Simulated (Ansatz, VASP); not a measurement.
# Pt (linear Pt chain) in two plane-wave programs

Wanted: the spread between two codes on one cell, functional and k mesh. The structure shown is the end of the Ansatz relaxation below.

Calculated with Ansatz 0.2.0; plane waves, with VASP 6.6.1 beside it; single point at PBE.

## 1. Starting point

The cell holds 1 atom: 1 Pt. Cell: a = 7.500 Å, b = 7.500 Å, c = 2.352 Å, α = 90.0°, β = 90.0°, γ = 90.0°. Vacuum lies along a and b. The structure's axis is c.

## 2. Ansatz: relaxation, PBE

Ansatz runs on its default PAW (the set named soft_2) files.

This run makes the geometry at which the two programs are then compared.

input.yaml reads:

```yaml
crystal:
  lattice:
    - [7.5, 0.0, 0.0]
    - [0.0, 7.5, 0.0]
    - [0.0, 0.0, 2.5296]
  atoms:
    - { symbol: Pt, position: [0.5, 0.5, 0.0], spin: 0.6 }
magnetization:
  spin_polarized: true
kpoints:
  mp_grid: { grid: [1, 1, 32] }
scf:
  occupations: { method: fermi_dirac, width: 0.05 }
hamiltonian:
  xc: pbe
relax:
  cell: { fix: [a, b, alpha, beta, gamma] }
  max_steps: 60
```

Command:

```sh
$ ansatz run input.yaml --threads 4 --pin off --max-ram 8192MiB --backend cpu --events-out ev --progress --plain --runs-dir out
```

Numbers of over 12 decimals in the logs are rounded to 6 here.

What it wrote:

```text
Engine: ansatz 0.2.0, aarch64-unknown-linux-gnu
Pseudopotentials: kind: paw
Pseudopotential: Pt, paw, valence charge 18, recommended cutoff 420 eV (normal), Pt.paw.azcp
Functional definition: PBE
  parameter kappa = 0.804
  parameter beta = 0.066725
  exchange = pbe_x(kappa = kappa, mu = beta*pi^2/3)
  correlation = pbe_c(beta = beta)
Crystal: 1 atoms, lattice volume = 142.290 Å³
Basis set: ecut = 420 eV, 2777 PW (Γ), exchange–correlation on 108×108×36 points (8 copies of the dense FFT grid, shifted against one another)
Bands: 14, of which v1, the nominal top of the filled ones, is band 9 counted from 1 (8 counted from 0)
Symmetry: 16 space group operations
Space group: P4/mmm (ITA 123), of the structure as read, at distance tolerance 5.2e-5 Å
Magnetic group: BNS 123.339 (UNI 999), of the structure as read, at distance tolerance 5.2e-5 Å
k-points: 17 of 32
Non-local potential: Pt, projectors of the file, l = 0: 3, l = 1: 2, l = 2: 2, l = 3: 1
PAW form: soft (Blöchl's): semilocal exchange-correlation on the pseudo side does not see the compensation charge
PAW one-centre angular grid: Pt, 590 points (default); XC on 64 Gauss nodes
Initial density: superposition of atomic densities (neutral atoms: chi_scale 0, normalization atom)
Starting moments: Σ|m| = 0.6 μB on 1 of 1 site
Initial wavefunctions: pseudopotential atomic-orbital guess
Functional: x = pbe(κ = 0.804, μ = 0.219515), c = pbe(β = 0.066725)
iter 1 solved again at ethr=2.84e-3 eV; its pass at ethr=3.10e-3 eV (dr2=5.10e-1 eV) is discarded
SCF iter   1: F=—  HF=-12520.005917 eV  |F-HF|=—  |Δ(HF+E_count)|=         —  Δρ=1.17e-2 (↑1.13e-2 ↓1.17e-2)  dr2=5.11e-1  dr2_m=6.74e-3  M=0.564 μB ∫|m|=0.564 μB  β_m=0.30  ethr=2.84e-3  ⟨swp⟩=1.0  Hψ=3062  notcnv=0
Mixer restart at iter 1: flushing history
preconditioner: auto → LDOS  [metal: Δε(μ)=0.104 eV  Ē_g=7.377 eV  σ=0.050 eV  W_gap=0.46  n_scr=20 (ndim 8)  ℏωp=9.8 eV  f_vac=0.709  D(μ)=3.51/eV (n_scr^D=20)]
spin=Collinear: LDOS preconditioning applied to the charge; magnetization (m = ρ↑ − ρ↓) channel mixes plain (no charge-response kernel on spin).
SCF iter   2: F=—  HF=-12520.052017 eV  |F-HF|=—  |Δ(HF+E_count)|=   4.61e-2  Δρ=7.44e-3 (↑6.92e-3 ↓7.44e-3)  dr2=1.62e-1  dr2_m=4.71e-3  M=0.541 μB ∫|m|=0.542 μB  β_m=0.50  ethr=2.84e-3  ⟨swp⟩=2.1  Hψ=628  notcnv=0
SCF iter   3: F=—  HF=-12520.189926 eV  |F-HF|=—  |Δ(HF+E_count)|=         —  Δρ=5.05e-3 (↑4.55e-3 ↓5.05e-3)  dr2=8.17e-3  dr2_m=2.39e-2  M=0.285 μB ∫|m|=0.285 μB  β_m=0.50  ethr=9.01e-4  ⟨swp⟩=2.2  Hψ=970  notcnv=0
Mixer restart at iter 3: flushing history
SCF iter   4: F=—  HF=-12520.203514 eV  |F-HF|=—  |Δ(HF+E_count)|=   1.36e-2  Δρ=3.54e-3 (↑3.54e-3 ↓3.32e-3)  dr2=2.19e-3  dr2_m=1.35e-2  M=0.219 μB ∫|m|=0.219 μB  β_m=0.70  ethr=4.54e-5  ⟨swp⟩=2.8  Hψ=936  notcnv=0  defer=7
SCF iter   5: F=—  HF=-12520.213314 eV  |F-HF|=—  |Δ(HF+E_count)|=   9.80e-3  Δρ=1.09e-3 (↑6.78e-4 ↓1.09e-3)  dr2=6.82e-4  dr2_m=8.23e-4  M=0.088 μB ∫|m|=0.088 μB  β_m=0.75  ethr=1.22e-5  ⟨swp⟩=2.0  Hψ=943  notcnv=0  defer=8
SCF iter   6: F=—  HF=-12520.213350 eV  |F-HF|=—  |Δ(HF+E_count)|=   3.67e-5  Δρ=5.56e-4 (↑3.57e-4 ↓5.56e-4)  dr2=3.39e-5  dr2_m=2.53e-4  M=0.048 μB ∫|m|=0.048 μB  β_m=0.88  ethr=3.79e-6  ⟨swp⟩=2.1  Hψ=830  notcnv=0  defer=10
SCF iter   7: F=—  HF=-12520.213654 eV  |F-HF|=—  |Δ(HF+E_count)|=   3.04e-4  Δρ=1.55e-4 (↑1.05e-4 ↓1.55e-4)  dr2=1.95e-5  dr2_m=1.59e-5  M=0.012 μB ∫|m|=0.012 μB  β_m=0.87  ethr=1.89e-7  ⟨swp⟩=2.0  Hψ=865  notcnv=0  defer=10
SCF iter   8: F=—  HF=-12520.213621 eV  |F-HF|=—  |Δ(HF+E_count)|=   3.32e-5  Δρ=3.61e-5 (↑2.57e-5 ↓3.61e-5)  dr2=1.06e-6  dr2_m=8.58e-7  M=0.003 μB ∫|m|=0.003 μB  β_m=0.94  ethr=1.08e-7  ⟨swp⟩=2.0  Hψ=695  notcnv=0  defer=10
SCF iter   9: F=—  HF=-12520.213625 eV  |F-HF|=—  |Δ(HF+E_count)|=   4.54e-6  Δρ=1.50e-5 (↑7.51e-6 ↓1.50e-5)  dr2=1.43e-7  dr2_m=9.75e-8  M=0.001 μB ∫|m|=0.001 μB  β_m=0.91  ethr=5.86e-9  ⟨swp⟩=2.0  Hψ=752  notcnv=0  defer=10
SCF iter  10: F=—  HF=-12520.213626 eV  |F-HF|=—  |Δ(HF+E_count)|=   1.77e-7  Δρ=3.03e-6 (↑3.03e-6 ↓2.19e-6)  dr2=3.77e-9  dr2_m=6.88e-9  M=0.000 μB ∫|m|=0.000 μB  β_m=0.96  ethr=7.96e-10  ⟨swp⟩=2.1  Hψ=748  notcnv=0  defer=10
SCF iter  11: F=—  HF=-12520.213626 eV  |F-HF|=—  |Δ(HF+E_count)|=   1.21e-8  Δρ=4.00e-7 (↑4.00e-7 ↓3.68e-7)  dr2=2.04e-10  dr2_m=1.71e-10  M=0.000 μB ∫|m|=0.000 μB  β_m=0.98  ethr=2.10e-11  ⟨swp⟩=2.0  Hψ=788  notcnv=0  defer=10
SCF iter  12: F=-12520.213626 eV  HF=-12520.213626 eV  |F-HF|=1.82e-12  |Δ(HF+E_count)|=  2.13e-10  Δρ=9.66e-8 (↑5.88e-8 ↓9.66e-8)  dr2=7.40e-12  dr2_m=4.01e-12  M=-0.000 μB ∫|m|=0.000 μB  ethr=1.13e-12  ⟨swp⟩=1.0  Hψ=1378  notcnv=0
[...]
the starting moments were not kept: the SCF closed with an absolute magnetisation of 1.3e-6 μB, where they sum to 0.6 μB in size (1 site). That is at most 0.1 of that sum. Measured as dr2_m measures the in/out step, that magnetisation stands 7.5e-13 eV from none, at or under the dr2_threshold of 1.0e-7 eV: it is no larger than a step whose dr2_m would equal this threshold.
SCF 3 converged in 8 iterations: F = -12520.409228 eV  dr2 = 1.23e-12
relax step   3: F+E_penalty+E_count = -12520.40922775 eV  Δ(F+E_penalty+E_count) = -1.225e-2 eV  max|allowed force component| = 0.000e0 eV/Å  Δτ_max = 0.0000 Å  P = +0.614 GPa  Ω = 130.138 Å³  energy of the carried Pulay correction = +1.420e-3 eV  fix = [a, b, alpha, beta, gamma]  reactions: a -0.103, b -0.103 GPa  (8 SCF iters, dr2 threshold 1.00e-7 eV, accepted)
[...]
relax step   4: F+E_penalty+E_count = -12520.42194182 eV  Δ(F+E_penalty+E_count) = -1.271e-2 eV  max|allowed force component| = 0.000e0 eV/Å  Δτ_max = 0.0000 Å  P = -0.081 GPa  Ω = 132.273 Å³  energy of the carried Pulay correction = +1.169e-3 eV  fix = [a, b, alpha, beta, gamma]  reactions: a -0.104, b -0.104 GPa  (7 SCF iters, dr2 threshold 1.00e-7 eV, accepted)
[...]
relax step   5: F+E_penalty+E_count = -12520.42065865 eV  Δ(F+E_penalty+E_count) = +1.283e-3 eV  max|allowed force component| = 0.000e0 eV/Å  Δτ_max = 0.0000 Å  P = -0.081 GPa  Ω = 132.273 Å³  fix = [a, b, alpha, beta, gamma]  reactions: a -0.102, b -0.102 GPa  stress off target by 3.75e-2 GPa on what of the cell is left free  SCF on the basis re-selected at this cell (its energy is not comparable with the rows above)  (7 SCF iters)
basis re-selected at this cell: Δ(F+E_penalty+E_count) = +1.283e-3 eV, ΔP = +0.001 GPa vs the last step (what re-selecting the basis moved, of the pressure what is left beyond the Pulay correction that the steps carried, after the strain that the cell walked since its last selection, with what the two solves' SCF thresholds leave and, on support functions, any second-order correction that the steps lacked; it is no measure of the basis error at this ecutwfc). The dense FFT grid was sized anew with the basis: this SCF ran on 54×54×16 points, the steps before it on 54×54×18, so part of this shift can come from that change (see relax.cell in the input reference). [rest of the remark cut]
SCF converged after 7 iterations
Magnetization: -0.0000 μB (9.0000 up, 9.0000 down)
Absolute magnetization: 0.0000 μB (∫|ρ↑−ρ↓|, with the PAW one-centre terms)
Spin contamination: 0.0000 ħ² per cell (⟨S²⟩ above its minimum at these occupations)
Per-site moments (μB) at R_I (Å): [(-2.909355896390198e-8, 0.970000)]
Free energy (F): -12520.420659 eV
Harris-Foulkes:  -12520.420659 eV  (|F-HF|=3.64e-12)
Internal energy: -12520.408357 eV  (E = F + TS)
E sigma→0 (E₀):  -12520.414508 eV
Entropy (-TS):   -0.012301 eV (-12.301 meV/atom)
Fermi energy:    -2.799117 eV
--- Per-component energies (eV) ---
  E_band       = -575.901414
  E_kinetic    = 636.562105
  E_local      = -5406.788341  (includes V_loc(G=0)·N_el)
  E_nonlocal   = 201.842073
  E_hartree    = 2291.274949
  E_xc         = -259.005856
  E_vxc        = -298.766165  (∫ρ·V_xc dr)
  E_paw        = -9455.307257  (= ΣΔE_a)
  E_vpaw       = -291.301165  (= ΣTr[D̂ρ^β])
  E_aug_tail   = 0.000199  (compensation charges beyond the density's cutoff)
  E_ewald      = -528.986229
  E_smearing   = -0.012301  (= −TS)
  E_closure    = 0.000000  (closes the sum)
  Σ components = -12520.420659   (vs F -12520.420659, Δ=0.00e0)
--- Forces (eV/Å), atoms counted from 1 ---
  atom   1  Pt     0.00000000     0.00000000     0.00000000
  max |Σ_I F_I| component: 1.77e-28 eV/Å
--- Stress (GPa, compression-positive) ---
       -0.102381       0.000000       0.000000
        0.000000      -0.102381       0.000000
        0.000000       0.000000      -0.037548
  P = ⅓ Tr σ = -0.0808 GPa (-0.808 kbar)
--- Relaxed structure (4 steps of the walk, 4 accepted, 1 SCFs on fresh bases) ---
  F+E_penalty+E_count = -12520.42065865 eV   max|allowed force component| = 0.000e0 eV/Å   (the final SCF, on the basis selected at the relaxed cell)
  cell:  # Å, volume = 132.2728 Å³
    - [7.5, 0.0, 0.0]
    - [0.0, 7.5, 0.0]
    - [0.0, 0.0, 2.351516]
  atoms:
    - { symbol: Pt, position: [0.5, 0.5, 0.0] }
```

The column dr2 measures how far the density is from self-consistency, as an energy; F and HF (Harris–Foulkes) agree once it is small.

## 3. VASP: single point, PBE

The same cell, functional, mesh and smearing now go to VASP, with its own data sets.

Lines of VASP's logs that name or quote its potential files are left out, and so is its time.

INCAR reads:

```
SYSTEM = Pt
PREC = Accurate
ENCUT = 500
EDIFF = 1E-06
NELM = 200
ISMEAR = -1
SIGMA = 0.05
LREAL = .FALSE.
ALGO = Normal
GGA = PE
NBANDS = 11
ISPIN = 2
MAGMOM = -0
LASPH = .TRUE.
LMAXMIX = 4
LORBIT = 11
LWAVE = .FALSE.
LCHARG = .FALSE.
ISIF = 2
GGA_COMPAT = .FALSE.
```

POSCAR reads:

```
Pt
1.0
    7.5000000000      0.0000000000      0.0000000000
    0.0000000000      7.5000000000      0.0000000000
    0.0000000000      0.0000000000      2.3515161846
Pt
1
Direct
    0.5000000000      0.5000000000      0.0000000000
```

KPOINTS reads:

```
Automatic mesh
0
Gamma
1 1 32
0 0 0
```

PAW data sets: Pt (PBE family, release 64).

Command:

```sh
$ mpirun -np 1 vasp_std
```

What it wrote:

```text
[banner, memory and clock lines left out]
running    1 mpi-ranks, on    1 nodes
 distrk:  each k-point on    1 cores,    1 groups
 distr:  one band on    1 cores,    1 groups

 POSCAR found type information on POSCAR Pt
 POSCAR found :  1 types and       1 ions
 LDA part: xc-table for (Slater+PW92), standard interpolation
 POSCAR, INCAR and KPOINTS ok, starting setup
 FFT: planning ... GRIDC
 FFT: planning ... GRID_SOFT
 FFT: planning ... GRID
 WAVECAR not read
 entering main loop
       N       E                     dE             d eps       ncg     rms          rms(c)
DAV:   1     0.537492846969E+02    0.53749E+02   -0.32272E+03   748   0.619E+02
DAV:   2    -0.849554054439E+00   -0.54599E+02   -0.48429E+02  1115   0.107E+02
DAV:   3    -0.380368003468E+01   -0.29541E+01   -0.28659E+01   870   0.292E+01
DAV:   4    -0.382538092444E+01   -0.21701E-01   -0.21694E-01   853   0.282E+00
DAV:   5    -0.382575607120E+01   -0.37515E-03   -0.37514E-03   920   0.421E-01    0.648E+00
DAV:   6    -0.353310358323E+01    0.29265E+00   -0.10171E+00   788   0.625E+00    0.423E+00
DAV:   7    -0.350434344559E+01    0.28760E-01   -0.31372E-02   818   0.940E-01    0.211E+00
DAV:   8    -0.349888281202E+01    0.54606E-02   -0.74265E-03   763   0.546E-01    0.139E-01
DAV:   9    -0.349875280301E+01    0.13001E-03   -0.81770E-04   785   0.148E-01    0.397E-02
DAV:  10    -0.349878063560E+01   -0.27833E-04   -0.33207E-05   775   0.413E-02    0.111E-02
DAV:  11    -0.349880412309E+01   -0.23487E-04   -0.33673E-06   773   0.105E-02    0.513E-03
DAV:  12    -0.349882673112E+01   -0.22608E-04   -0.14743E-06   776   0.517E-03    0.223E-03
DAV:  13    -0.349885729888E+01   -0.30568E-04   -0.43289E-06   748   0.669E-03    0.101E-03
DAV:  14    -0.349887098150E+01   -0.13683E-04   -0.23371E-06   764   0.451E-03    0.838E-04
DAV:  15    -0.349887335188E+01   -0.23704E-05   -0.62404E-07   766   0.359E-03    0.264E-04
DAV:  16    -0.349887334271E+01    0.91746E-08   -0.31247E-08   636   0.161E-03
   1 F= -.34988733E+01 E0= -.34926804E+01  d E =-.123860E-01  mag=    -0.0000
```

Parts of OUTCAR (step 3):

```text
ion  position               nearest neighbor table
   1  0.500  0.500  0.000-

  LATTYP: Found a simple tetragonal cell.
 ALAT       =     7.5000000000
 C/A-ratio  =     0.3135354913

 Subroutine GETGRP returns: Found 16 space group operations
 (whereof 16 operations were pure point group operations)

The static configuration has the point symmetry D_4h.

 Found     17 irreducible k-points:

   k-points           NKPTS =     17   k-points in BZ     NKDIM =     17   number of bands    NBANDS=     11

   dimension x,y,z NGX =    56 NGY =   56 NGZ =   18
   dimension x,y,z NGXF=   112 NGYF=  112 NGZF=   36

   ENCUT  =  500.0 eV  36.75 Ry    6.06 a.u.  13.67 13.67  4.29*2*pi/ulx,y,z

   NELECT =      10.0000    total number of electrons

 k-points in reciprocal lattice and weights: Automatic mesh
   0.00000000  0.00000000  0.00000000       0.031
   0.00000000  0.00000000  0.03125000       0.062
   0.00000000  0.00000000  0.06250000       0.062
   0.00000000  0.00000000  0.09375000       0.062
   0.00000000  0.00000000  0.12500000       0.062
   0.00000000  0.00000000  0.15625000       0.062
   0.00000000  0.00000000  0.18750000       0.062
   0.00000000  0.00000000  0.21875000       0.062
   0.00000000  0.00000000  0.25000000       0.062
[...]
0.00000000  0.00000000  0.46875000       0.062
   0.00000000  0.00000000  0.50000000       0.031

 average (electrostatic) potential at core
       1 -77.3394

 E-fermi :  -4.2204

 spin component 1
 k-point     1 :       0.0000    0.0000    0.0000
  band No.  band energies     occupation
      1     -11.1924      1.00000
      2      -5.9866      1.00000
      3      -5.7758      1.00000
      4      -5.7712      1.00000
      5      -3.3483      0.00000
      6      -3.3483      0.00000
      7      -0.6127      0.00000
      8      -0.6127      0.00000
      9       1.3779      0.00000
    ...

 k-point     2 :       0.0000    0.0000    0.0312
  band No.  band energies     occupation
      1     -11.1236      1.00000
      2      -5.9676      1.00000
      3      -5.7660      1.00000
      4      -5.7614      1.00000
      5      -3.4571      0.00000
      6      -3.4571      0.00000
      7      -0.5239      0.00000
      8      -0.5239      0.00000
      9       1.4034      0.00000
    ...

 k-point     3 :       0.0000    0.0000    0.0625
  band No.  band energies     occupation
      1     -10.9184      1.00000
      2      -5.9109      1.00000
      3      -5.7368      1.00000
      4      -5.7324      1.00000
      5      -3.7469      0.00008
      6      -3.7469      0.00008
      7      -0.2905      0.00000
      8      -0.2905      0.00000
      9       1.4801      0.00000
    ...

 k-point     4 :       0.0000    0.0000    0.0938
  band No.  band energies     occupation
      1     -10.5798      1.00000
      2      -5.8168      1.00000
      3      -5.6891      1.00000
      4      -5.6849      1.00000
      5      -4.1494      0.19485
      6      -4.1494      0.19485
      7       0.0292      0.00000
      8       0.0292      0.00000
      9       1.6078      0.00000
    ...

 k-point     5 :       0.0000    0.0000    0.1250
  band No.  band energies     occupation
    ...
      2      -5.6859      1.00000
      3      -5.6242      1.00000
      4      -5.6202      1.00000
      5      -4.6112      0.99960
      6      -4.6112      0.99960
      7       0.3964      0.00000
      8       0.3964      0.00000
      9       1.7867      0.00000
     10       3.1697      0.00000
     11       5.0109      0.00000

 k-point     6 :       0.0000    0.0000    0.1562
  band No.  band energies     occupation
    ...
      2      -5.5440      1.00000
      3      -5.5404      1.00000
      4      -5.5186      1.00000
      5      -5.0979      1.00000
      6      -5.0979      1.00000
      7       0.7938      0.00000
      8       0.7938      0.00000
      9       2.0167      0.00000
     10       3.3952      0.00000
     11       5.2823      0.00000

  Total       -0.0954496     -0.0954496     -0.1572612      0.0000000      0.0000000     -0.0000000
  in kB       -1.1561504     -1.1561504     -1.9048538      0.0000000      0.0000000     -0.0000000
  external PRESSURE =      -1.4057182 kB  Pullay stress =       0.0000000 kB

  energy-cutoff  :      500.00
  volume of cell :      132.27
      direct lattice vectors                 reciprocal lattice vectors
     7.500000000  0.000000000  0.000000000     0.133333333  0.000000000  0.000000000
     0.000000000  7.500000000  0.000000000     0.000000000  0.133333333  0.000000000
     0.000000000  0.000000000  2.351516185     0.000000000  0.000000000  0.425257545

 POSITION                                       TOTAL-FORCE (eV/Angst)
 -----------------------------------------------------------------------------------
      3.75000      3.75000      0.00000         0.000000      0.000000      0.000000
 -----------------------------------------------------------------------------------
    total drift:                                0.000000      0.000000      0.000000

  FREE ENERGIE OF THE ION-ELECTRON SYSTEM (eV)
  ---------------------------------------------------
  free  energy   TOTEN  =        -3.4988733427 eV

  energy  without entropy=       -3.4864873871  energy(sigma->0) =       -3.49268036

 total charge
# of ion       s       p       d       tot
------------------------------------------
    1        0.772   0.250   8.045   9.068

 magnetization (x)
# of ion       s       p       d       tot
------------------------------------------
    1       -0.000   0.000   0.000   0.000

[... 6 further parts left out ...]
```

## 4. Comparison

Known differences besides the potentials themselves: the data sets hold 18 valence electrons in Ansatz (on its default PAW (the set named soft_2) files) and 10 in VASP; the cutoff is 420 eV in Ansatz and 500 eV in VASP; Ansatz's pressure holds a Pulay correction, VASP's none. Total energies have different zeros and are not compared.

Compared:

| quantity | Ansatz | VASP | difference |
| --- | --- | --- | --- |
| pressure (GPa) | -0.08 | -0.14 | +0.06 |

## 5. Outcome

| Quantity | Value |
| --- | --- |
| difference in pressure (single point, PBE) | 0.060 GPa |

What this shows: The difference in pressure is 0.060 GPa (single point, PBE), within the 1 GPa picked in this series as the mark of a large difference. The data sets hold unlike numbers of valence electrons (18 in Ansatz and 10 in VASP), so part of the differences comes from the potentials. Such differences can come from data sets, numerical settings and the points named under the comparisons, not from the functional's error against experiment.

[Lines on the potential files, build, host, timing and source positions are cut from VASP's logs without a mark.]

[Logs are printed without paths, hosts, clocks, repeated set-up lines and the standing remarks that a program may print on its own settings, such as how far it seeks lower states.]

[Hosts, paths, dates, database ids (printed as entryN), source tags and the programs' standing remarks are cut or masked in the printed files.]
